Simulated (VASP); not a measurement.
# AlNi (Cmmm) in VASP: a series of runs

Runs on AlNi. Level: PBE. Tasks: single point, relaxation of cell and atoms.

All numbers are computed with VASP 6.6.1; they aren't measurements. Logs are shortened: lines on timing, memory, paths and dates and some standing lists are left out, and cuts for length are marked.

**1. Starting point**

Symmetry: Cmmm, No. 65, orthorhombic system. The conventional cell has a = 3.877 Å, b = 3.906 Å, c = 3.099 Å, α = 90.00°, β = 90.00°, γ = 90.00°. Al (site symmetry mmm) is surrounded by 8 Ni at 2.48 to 2.49 Å and 4 Al at 2.75 Å. Ni (site symmetry mmm) is surrounded by 8 Al at 2.48 to 2.49 Å and 4 Ni at 2.75 Å.

The cell comes from a database or a generator and needn't be the stable form of this composition.

**2. Single point, PBE, collinear spin, typed start**

INCAR reads:

```
SYSTEM = AlNi
ALGO = Normal
EDIFF = 1E-6
ENCUT = 520
GGA = PE
ISIF = 2
ISMEAR = 0
ISPIN = 2
LASPH = .TRUE.
LCHARG = .FALSE.
LMAXMIX = 4
LORBIT = 11
LREAL = .FALSE.
LWAVE = .FALSE.
MAGMOM = 0 2
NBANDS = 18
NELM = 150
PREC = Accurate
SIGMA = 0.1
```

KPOINTS reads:

```
k-points
0
G
  6 6 6
  0 0 0
```

POSCAR reads:

```
AlNi
1.0
    1.9386940000     -1.9531901500      0.0000000000
    1.9386940000      1.9531901500      0.0000000000
    0.0000000000      0.0000000000      3.0994300413
Al Ni
1 1
Direct
    0.0000000000      0.0000000000      0.0000000000
    0.5000000000      0.5000000000      0.5000000000
```

Potentials or basis: VASP PAW PBE potentials, release 64 (Al, Ni).

Launch:

```
> cat potpaw_PBE.64/Al/POTCAR potpaw_PBE.64/Ni/POTCAR > POTCAR
> mpirun -np 1 vasp_std > vasp.out
```

OUTCAR:

```text
SYSTEM = AlNi
   EDIFF = 1E-6
   ENCUT = 520
   GGA = PE
   ISIF = 2
   ISMEAR = 0
   ISPIN = 2
   LASPH = .TRUE.
   LORBIT = 11
   LREAL = .FALSE.
   NELM = 150
   PREC = Accurate

 ion  position               nearest neighbor table
   1  0.000  0.000  0.000-   2 2.48   2 2.48   2 2.48   2 2.48   2 2.49   2 2.49   2 2.49   2 2.49

   2  0.500  0.500  0.500-   1 2.48   1 2.48   1 2.48   1 2.48   1 2.49   1 2.49   1 2.49   1 2.49

  LATTYP: Found a base centered orthorhombic cell.
 ALAT       =     3.8773880000
 B/A-ratio  =     1.0074772759
 C/A-ratio  =     0.7993603017

  Lattice vectors:

 A1 = (   1.9386940000,  -1.9531901500,   0.0000000000)
 A2 = (   1.9386940000,   1.9531901500,   0.0000000000)
 A3 = (   0.0000000000,   0.0000000000,   3.0994300413)

Analysis of symmetry for initial positions (statically):
=====================================================================
 Subroutine PRICEL returns:
 Original cell was already a primitive cell.

 Routine SETGRP: Setting up the symmetry group for a
 base centered orthorhombic supercell.

 Subroutine GETGRP returns: Found  8 space group operations
 (whereof  8 operations were pure point group operations)
 out of a pool of  8 trial point group operations.

The static configuration has the point symmetry D_2h.

Analysis of symmetry for dynamics (positions and initial velocities):
=====================================================================
 Subroutine PRICEL returns:
 Original cell was already a primitive cell.

 Routine SETGRP: Setting up the symmetry group for a
 base centered orthorhombic supercell.

 Subroutine GETGRP returns: Found  8 space group operations
 (whereof  8 operations were pure point group operations)
 out of a pool of  8 trial point group operations.

The dynamic configuration has the point symmetry D_2h.

Analysis of structural, dynamic, and magnetic symmetry:
=====================================================================
 Subroutine PRICEL returns:
 Original cell was already a primitive cell.

 Routine SETGRP: Setting up the symmetry group for a
 base centered orthorhombic supercell.

 Subroutine GETGRP returns: Found  8 space group operations
 (whereof  8 operations were pure point group operations)
 out of a pool of  8 trial point group operations.

The overall configuration has the point symmetry D_2h.

 Subroutine INISYM returns: Found  8 space group operations
 (whereof  8 operations are pure point group operations),
 and found     1 'primitive' translations

----------------------------------------------------------------------------------------

                                     Primitive cell

  volume of cell :      23.4728

  direct lattice vectors                    reciprocal lattice vectors
     1.938694000 -1.953190150  0.000000000     0.257905580 -0.255991461  0.000000000
     1.938694000  1.953190150  0.000000000     0.257905580  0.255991461  0.000000000
     0.000000000  0.000000000  3.099430041     0.000000000  0.000000000  0.322639965

  length of vectors
     2.751996764  2.751996764  3.099430041     0.363382603  0.363382603  0.322639965

  position of ions in fractional coordinates (direct lattice)
     0.000000000  0.000000000  0.000000000
     0.500000000  0.500000000  0.500000000

  ion indices of the primitive-cell ions
   primitive index   ion index
                 1           1
                 2           2

----------------------------------------------------------------------------------------

 KPOINTS: k-points

Automatic generation of k-mesh.
 Grid dimensions read from file:
 generate k-points for:    6    6    6

 Generating k-lattice:

  Cartesian coordinates                     Fractional coordinates (reciprocal lattice)
     0.042984263 -0.042665243  0.000000000     0.166666667  0.000000000  0.000000000
     0.042984263  0.042665243  0.000000000     0.000000000  0.166666667  0.000000000
     0.000000000  0.000000000  0.053773327     0.000000000  0.000000000  0.166666667

  Length of vectors
     0.060563767  0.060563767  0.053773327

  Shift w.r.t. Gamma in fractional coordinates (k-lattice)
     0.000000000  0.000000000  0.000000000

 Subroutine IBZKPT returns following result:
 ===========================================

 Found     52 irreducible k-points:

 Following reciprocal coordinates:
            Coordinates               Weight
  0.000000  0.000000  0.000000      1.000000
  0.166667  0.000000  0.000000      4.000000
  0.333333  0.000000  0.000000      4.000000
  0.500000  0.000000  0.000000      2.000000
  0.166667  0.166667  0.000000      2.000000
  0.333333  0.166667  0.000000      4.000000
[... 16 lines left out ...]
  0.333333  0.333333  0.166667      4.000000
  0.500000  0.333333  0.166667      8.000000
 [... further k-points ...]
   k-points           NKPTS =     52   k-points in BZ     NKDIM =     52   number of bands    NBANDS=     18
   number of dos      NEDOS =    301   number of ions     NIONS =      2
   total plane-waves  NPLWV =   9600
   dimension x,y,z NGX =    20 NGY =   20 NGZ =   24
   dimension x,y,z NGXF=    40 NGYF=   40 NGZF=   48
   ions per type =               1   1
   NGX,Y,Z   is equivalent  to a cutoff of  12.08, 12.08, 12.87 a.u.
   NGXF,Y,Z  is equivalent  to a cutoff of  24.16, 24.16, 25.75 a.u.
 SYSTEM =  AlNi
   PREC   = accura    normal or accurate (medium, high low for compatibility)
   ISTART =      0    job   : 0-new  1-cont  2-samecut
   ICHARG =      2    charge: 1-file 2-atom 10-const
   ISPIN  =      2    spin polarized calculation?
   LNONCOLLINEAR =      F non collinear calculations
   LSORBIT =      F    spin-orbit coupling
   LASPH  =      T    aspherical Exc in radial PAW
   ENCUT  =  520.0 eV  38.22 Ry    6.18 a.u.   5.12  5.12  5.76*2*pi/ulx,y,z
   NELM   =    150;   NELMIN=  2; NELMDL= -5     # of ELM steps
   EDIFF  = 0.1E-05   stopping-criterion for ELM
   LREAL  =      F    real-space projection
   EDIFFG = 0.1E-04   stopping-criterion for IOM
   NSW    =      0    number of steps for IOM
   IBRION =     -1    ionic relax: 0-MD 1-quasi-New 2-CG
   NFREE  =      0    steps in history (QN), initial steepest desc. (CG)
   ISIF   =      2    stress and relaxation
   ISYM   =      2    0-nonsym 1-usesym 2-fastsym
   POTIM  = 0.5000    time-step for ionic-motion
   TEBEG  =    0.0;   TEEND  =   0.0 temperature during run
   PSTRESS=    0.0 pullay stress
   NELECT =      13.0000    total number of electrons
   NUPDOWN=      -1.0000    fix difference up-down
   EMIN   =  10.00;   EMAX   =-10.00  energy-range for DOS
   EFERMI =   0.00;   METHOD = LEGACY
   ISMEAR =     0;   SIGMA  =   0.10  broadening in eV -4-tet -1-fermi 0-gaus
   EFERMI_NEDOS =   21; number of points for ismear=-14 and -15
   IALGO  =     38    algorithm
   IMIX   =      4    mixing-type and parameters
     AMIX     =   0.40;   BMIX     =  1.00
     AMIX_MAG =   1.60;   BMIX_MAG =  1.00
  volume/ion in A,a.u.               =      11.74        79.20
  Fermi-wavevector in a.u.,A,eV,Ry     =   1.344417  2.540580 24.591955  1.807458
  Thomas-Fermi vector in A             =   2.472413
   LORBIT       =     11    0 simple, 1 ext, 2 COOP (PROOUT), +10 PAW based schemes
   GGA     = PE    functional components
   LHFCALC =     F    Hartree Fock is set to
   AEXX    =    0.0000 exact exchange contribution
   IVDW    =     0    specifies the selected vdW correction
   LEPSILON=     F    determine dielectric tensor
   LRPA    =     F    only Hartree local field effects (RPA)
 spin polarized calculation
 Gauss-broadening in eV      SIGMA  =   0.10
  energy-cutoff  :      520.00
  volume of cell :       23.47
 maximum number of plane-waves:       646
   NGX = 11   NGY = 11   NGZ = 11

 number of electron      13.0000021 magnetization      -0.0009141

 number of electron      13.0000021 magnetization       0.0000835

 Free energy of the ion-electron system (eV)
  ---------------------------------------------------
  ext. energy  EPLUGINS =         0.00000000
  ---------------------------------------------------
  free energy    TOTEN  =       -10.49146926 eV

  energy without entropy =      -10.48720789  energy(sigma->0) =      -10.48933857

 E-fermi :  10.4417     XC(G=0): -12.1379

 val. band max:       10.1576516950   @ k =   0.5000   0.3333   0.3333
 cond. band min:      10.4828868226   @ k =   0.3333   0.1667   0.3333
 fundamental gap:      0.3252351276
 Fermi energy:        10.4416678537

 spin component 1

 k-point     1 :       0.0000    0.0000    0.0000
  band No.  band energies     occupation
      1      -1.0141      1.00000
      2       6.8638      1.00000
      3       6.9927      1.00000
      4       8.6243      1.00000
      5       8.6421      1.00000
      6       8.9074      1.00000
[... 10 lines left out ...]
     17      33.7044      0.00000
     18      33.7087      0.00000

 k-point     2 :       0.1667    0.0000    0.0000
  band No.  band energies     occupation
      1      -0.4575      1.00000
      2       6.9564      1.00000
      3       7.0479      1.00000
      4       8.2852      1.00000
      5       8.6638      1.00000
      6       8.7090      1.00000
[... 10 lines left out ...]
     17      32.9759      0.00000
     18      33.7844      0.00000

 k-point     3 :       0.3333    0.0000    0.0000
  band No.  band energies     occupation
      1       1.1602      1.00000
      2       6.1553      1.00000
      3       7.3327      1.00000
      4       7.7487      1.00000
      5       8.3519      1.00000
      6       8.7251      1.00000
[... 412 lines left out ...]
 k-point    23 :       0.3333    0.3333    0.1667
  band No.  band energies     occupation
      1       3.4901      1.00000
      2       6.7180      1.00000
      3       7.1388      1.00000
      4       7.7573      1.00000
      5       8.2481      1.00000
      6       8.3452      1.00000
[... 10 lines left out ...]
     17      33.2767      0.00000
     18      38.0085      0.00000

 k-point    24 :       0.5000    0.3333    0.1667
  band No.  band energies     occupation
      1       4.9970      1.00000
      2       5.8351      1.00000
      3       7.0376      1.00000
      4       7.8107      1.00000
      5       8.3231      1.00000
      6       8.8718      1.00000
[... 10 lines left out ...]
     17      35.8761      0.00000
     18      36.8428      0.00000

 [... further k-points ...]

 spin component 2

 k-point     1 :       0.0000    0.0000    0.0000
  band No.  band energies     occupation
      1      -1.0142      1.00000
      2       6.8637      1.00000
      3       6.9926      1.00000
      4       8.6242      1.00000
      5       8.6420      1.00000
      6       8.9073      1.00000
[... 10 lines left out ...]
     17      33.7037      0.00000
     18      33.7074      0.00000

 k-point     2 :       0.1667    0.0000    0.0000
  band No.  band energies     occupation
      1      -0.4576      1.00000
      2       6.9563      1.00000
      3       7.0478      1.00000
      4       8.2852      1.00000
      5       8.6637      1.00000
      6       8.7089      1.00000
[... 10 lines left out ...]
     17      32.9758      0.00000
     18      33.7843      0.00000

 k-point     3 :       0.3333    0.0000    0.0000
  band No.  band energies     occupation
      1       1.1601      1.00000
      2       6.1552      1.00000
      3       7.3326      1.00000
      4       7.7486      1.00000
      5       8.3518      1.00000
      6       8.7250      1.00000
[... 412 lines left out ...]
 k-point    23 :       0.3333    0.3333    0.1667
  band No.  band energies     occupation
      1       3.4900      1.00000
      2       6.7179      1.00000
      3       7.1387      1.00000
      4       7.7572      1.00000
      5       8.2480      1.00000
      6       8.3452      1.00000
[... 10 lines left out ...]
     17      33.2766      0.00000
     18      38.0083      0.00000

 k-point    24 :       0.5000    0.3333    0.1667
  band No.  band energies     occupation
      1       4.9969      1.00000
      2       5.8350      1.00000
      3       7.0375      1.00000
      4       7.8106      1.00000
      5       8.3230      1.00000
      6       8.8717      1.00000
[... 10 lines left out ...]
     17      35.8760      0.00000
     18      36.8427      0.00000

 [... further k-points ...]

------------------------ aborting loop because EDIFF is reached ----------------------------------------

  FORCE on cell =-STRESS in cart. coord.  units (eV):
  Direction    XX          YY          ZZ          XY          YZ          ZX
  --------------------------------------------------------------------------------------
  -------------------------------------------------------------------------------------
  Total        1.1832390      0.9127209      0.4350260      0.0000000      0.0000000      0.0000000
  in kB       80.7639276     62.2992668     29.6934147      0.0000000      0.0000000      0.0000000
  external PRESSURE =      57.5855364 kB  Pullay stress =       0.0000000 kB

 VOLUME and BASIS-vectors are now :
 -----------------------------------------------------------------------------
  energy-cutoff  :      520.00
  volume of cell :       23.47
      direct lattice vectors                 reciprocal lattice vectors
     1.938694000 -1.953190150  0.000000000     0.257905580 -0.255991461  0.000000000
     1.938694000  1.953190150  0.000000000     0.257905580  0.255991461  0.000000000
     0.000000000  0.000000000  3.099430041     0.000000000  0.000000000  0.322639965

 POSITION                                       TOTAL-FORCE (eV/Angst)
 -----------------------------------------------------------------------------------
      0.00000      0.00000      0.00000         0.000000      0.000000      0.000000
      1.93869      0.00000      1.54972         0.000000      0.000000      0.000000
 -----------------------------------------------------------------------------------
    total drift:                                0.000000      0.000000      0.000000

  FREE ENERGIE OF THE ION-ELECTRON SYSTEM (eV)
  ---------------------------------------------------
  free  energy   TOTEN  =       -10.4914692553 eV

  energy  without entropy=      -10.4872078856  energy(sigma->0) =      -10.48933857

 total charge

# of ion       s       p       d       tot
------------------------------------------
    1        0.389   0.423   0.000   0.811
    2        0.484   0.535   8.476   9.495
--------------------------------------------------
tot          0.873   0.958   8.476  10.307

 magnetization (x)

# of ion       s       p       d       tot
------------------------------------------
    1        0.000  -0.000   0.000   0.000
    2       -0.000  -0.000  -0.000  -0.000
--------------------------------------------------
tot          0.000  -0.000  -0.000  -0.000
```

Run time: 47 s. Hardware: 1 thread of Intel Xeon Platinum 8259CL at 2.50GHz (Skylake/Cascade Lake), shared host; peak memory 0.16 GiB.

Results:

```
Free energy                                           : -10.4915 eV
Pressure                                              : 5.8 GPa
Band gap on the k mesh                                : none (metal or under the smearing width)
Net moment                                            : 0.00 μB per cell
Valence electrons inside the program's atomic spheres : Al 0.81; Ni 9.49
```

Levels at points of the mesh, in eV from the Fermi level:
Spin up:
```tsv
k point	band 3	band 4	band 5	band 6	band 7	band 8	band 9	band 10	band 11	band 12
(0.00, 0.00, 0.00)	-3.45	-1.82	-1.80	-1.53	2.77	6.88	6.92	7.00	8.47	14.47
(0.50, 0.00, 0.00)	-2.96	-2.91	-2.25	-1.69	-0.53	7.64	7.75	9.20	11.48	12.55
(0.50, 0.50, 0.00)	-2.61	-2.60	-2.60	-2.49	-1.02	2.07	3.10	10.62	13.36	13.49
(0.00, 0.00, 0.50)	-3.14	-2.25	-2.23	-1.49	-1.40	8.23	11.05	11.09	11.34	11.34
(0.50, 0.00, 0.50)	-3.62	-3.03	-2.17	-2.06	-1.38	1.15	2.02	13.44	15.42	15.94
(0.50, 0.50, 0.50)	-4.30	-1.34	-1.01	1.69	1.93	2.05	3.76	3.88	3.97	5.19
```
Spin down:
```csv
k point,band 3,band 4,band 5,band 6,band 7,band 8,band 9,band 10,band 11,band 12
"(0.00, 0.00, 0.00)",-3.45,-1.82,-1.80,-1.53,2.77,6.88,6.92,7.00,8.47,14.47
"(0.50, 0.00, 0.00)",-2.96,-2.91,-2.25,-1.69,-0.53,7.64,7.75,9.20,11.48,12.55
"(0.50, 0.50, 0.00)",-2.61,-2.60,-2.60,-2.49,-1.02,2.07,3.10,10.62,13.36,13.49
"(0.00, 0.00, 0.50)",-3.14,-2.25,-2.23,-1.49,-1.40,8.23,11.05,11.09,11.34,11.34
"(0.50, 0.00, 0.50)",-3.62,-3.03,-2.18,-2.06,-1.38,1.15,2.02,13.44,15.42,15.94
"(0.50, 0.50, 0.50)",-4.30,-1.34,-1.01,1.69,1.93,2.05,3.76,3.88,3.97,5.19
```

Caveat: the k mesh is coarse (spacing up to 0.38 Å⁻¹), so the values aren't converged; the starting moments collapsed, and a magnetic state may lie lower.

(Continued in part 2 of 2.)
